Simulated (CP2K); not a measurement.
**Mo under changes of volume**

One of the cells (15.892 Å³/atom); the others are scaled copies at fixed shape and fractional positions:

```
Mo
1.0
     2.74324    0.00000    0.00000
    -0.91441    2.58635    0.00000
    -0.91441   -1.29317    2.23984
Mo
1
Direct
  0.00000 0.00000 0.00000
```

- Program: CP2K 2026.2
- Functional: LDA
- Potentials or basis: GTH_POTENTIALS Mo GTH-PADE-q14; TZVP-MOLOPT-PBE-GTH basis
- Density cutoff: 6123 eV
- k mesh: 12 × 12 × 12
- Occupations: fermi-dirac, width 0.1 eV
- Spin: no spin polarisation

```tsv
volume (Å³/atom)	energy over the lowest point (meV/atom)	pressure (GPa)
14.938	4.09	5.5
15.256	0.00	-1.2
15.574	?	?
15.892	28.36	-12.5
16.209	58.30	-17.3
16.527	97.28	-21.6
16.845	144.33	-25.5
```

What does the run at 15.574 Å³/atom give?

Energy over the lowest point 8.52 meV/atom; pressure -7.2 GPa.

Worked out: A Birch-Murnaghan fit of order 3 (a polynomial in V^(-2/3)) to the other rows has its minimum at 15.19 Å³/atom with B0 = V·E''(V) = 312 GPa and B' = 4.4. It gives 8.53 meV/atom at 15.574 Å³/atom, against the run's 8.52, and -dE/dV = -7.3 GPa, against -7.2.

Energies are extrapolated to zero smearing.

Caveats: the basis of atomic orbitals isn't converged, which shifts pressures, moduli and gaps.
